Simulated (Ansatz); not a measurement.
**AlN: relaxation of cell and atoms**

Method: DFT, PBE, PAW with Ansatz's default frozen-core files, scalar-relativistic in Ansatz 0.2.0.

Command: `ansatz run input.yaml --threads 1 --pin off --max-ram 2048MiB --backend cpu --events-out ev --progress --plain --runs-dir out` The run took about 9.8 s on 1 thread of a shared machine.

```yaml
crystal:
  lattice:
    - [0.0, 2.2322827293, 2.2322827293]
    - [2.2322827293, 0.0, 2.2322827293]
    - [2.2322827293, 2.2322827293, 0.0]
  atoms:
    - { symbol: Al, position: [0.0, 0.0, 0.0] }
    - { symbol: "N", position: [0.5, 0.5, 0.5] }
kpoints:
  mp_grid: { grid: [14, 14, 14] }
scf:
  occupations: { method: fermi_dirac, width: 0.03 }
hamiltonian:
  xc: pbe
  pseudopotentials: { kind: paw }
output:
  forces: true
  stress: true
relax:
  f_tol: 0.005
  max_steps: 80
  cell: {}
```

The cell is built from the rocksalt type as a first guess.

The cutoff is 420 eV; energies and pressures of the walk include the program's estimate of the Pulay term.

Each frame lists the cell vectors (Å), then Cartesian positions (Å); symmetry keeps all forces zero. Free energies count from the first step, -923.0759 eV.

The walk took 8 evaluations in all; steps that aren't listed are left out.

Step 1: E = 0.0 meV, P = -39.41 GPa

```
cell 0.0000 2.2323 2.2323 2.2323 0.0000 2.2323 2.2323 2.2323 0.0000
Al    0.0000    0.0000    0.0000
N     2.2323    2.2323    2.2323
```

Step 2:

```
cell 0.0000 2.1235 2.1235 2.1235 0.0000 2.1235 2.1235 2.1235 0.0000
Al    0.0000    0.0000    0.0000
N     2.1235    2.1235    2.1235
```

Step 3: E = -832.5 meV, P = 8.75 GPa

```
cell 0.0000 2.0146 2.0146 2.0146 0.0000 2.0146 2.0146 2.0146 0.0000
Al    0.0000    0.0000    0.0000
N     2.0146    2.0146    2.0146
```

Step 4: E = -844.1 meV, P = -1.63 GPa

```
cell 0.0000 2.0413 2.0413 2.0413 0.0000 2.0413 2.0413 2.0413 0.0000
Al    0.0000    0.0000    0.0000
N     2.0413    2.0413    2.0413
```

Task: Give the energy, pressure of step 2.

Result: E = -648.3 meV, P = -24.30 GPa
```
Al    0.0000    0.0000    0.0000
N     2.1235    2.1235    2.1235
```

Task: How does the relaxation end?

Result: It converges, with a = 4.071 Å, b = 4.071 Å, c = 4.071 Å, α = 90.00°, β = 90.00°, γ = 90.00° (conventional cell, space group Fm-3m). The last solve (on a basis chosen afresh for the final cell, so its energy is not quite comparable) gives E = -840.8 meV, P = 0.01 GPa:
```
cell 0.0000 2.0353 2.0353 2.0353 0.0000 2.0353 2.0353 2.0353 0.0000
Al    0.0000    0.0000    0.0000
N     2.0353    2.0353    2.0353
```
